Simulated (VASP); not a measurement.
Here is a VASP 6.6.1 calculation.

INCAR

```
SYSTEM = ZnS
PREC     = Accurate       ! precision mode
ENCUT    = 520            ! plane-wave cutoff, eV
EDIFF    = 1E-7           ! SCF threshold, eV
ISMEAR   = -1             ! smearing method
SIGMA    = 0.05           ! smearing width, eV
LREAL    = .False.        ! projectors in reciprocal space
LASPH    = .True.         ! aspherical terms in the spheres
NELM     = 60             ! most SCF steps
ALGO     = Normal         ! electronic algorithm
ISIF     = 2              ! what is computed and relaxed
LWAVE    = .False.        ! write WAVECAR
LCHARG   = .False.        ! write CHGCAR
GGA      = PS             ! functional
NBANDS   = 26             ! bands
```

File KPOINTS:

```
Automatic mesh
0
Gamma
  7 7 4
  0 0 0
```

The input POSCAR:

```
ZnS
1.0
    3.8110000000      0.0000000000      0.0000000000
   -1.9055000000      3.3004228138      0.0000000000
    0.0000000000      0.0000000000      6.1093200000
Zn S
2 2
Direct
    0.6666666667      0.3333333333      0.5000000000
    0.3333333333      0.6666666667      0.0000000000
    0.6666666667      0.3333333333      0.8850000000
    0.3333333333      0.6666666667      0.3850000000
```

Potentials or basis: VASP PAW PBE potentials, release 64 (Zn, S).

Command:

```console
$ cat potpaw_PBE.64/Zn/POTCAR potpaw_PBE.64/S/POTCAR > POTCAR
$ mpirun -np 1 vasp_std > vasp.out
```

(1) Predict the pressure.

(2) Estimate the band gap on the k mesh.

(3) What does it give for the largest force?

## Answers

(1) 0.3 GPa.

(2) 2.18 eV, direct.

(3) 0.217 eV/Å.

Caveat: the PAW data sets were made with another functional, which shifts forces and pressure a little.

**Measured values to compare with.**

A printed reference work, monograph reports, for a bulk crystal of ZnS at 4 K: band gap 3.911 eV (direct).

A measured gap of ZnS is 3.911 eV (direct; 4 K; a printed reference work, monograph); the calculated 2.18 eV misses it by -1.74 eV. The value is that of PBEsol, without temperature or zero-point motion. Semilocal functionals fall short of measured gaps as a rule.
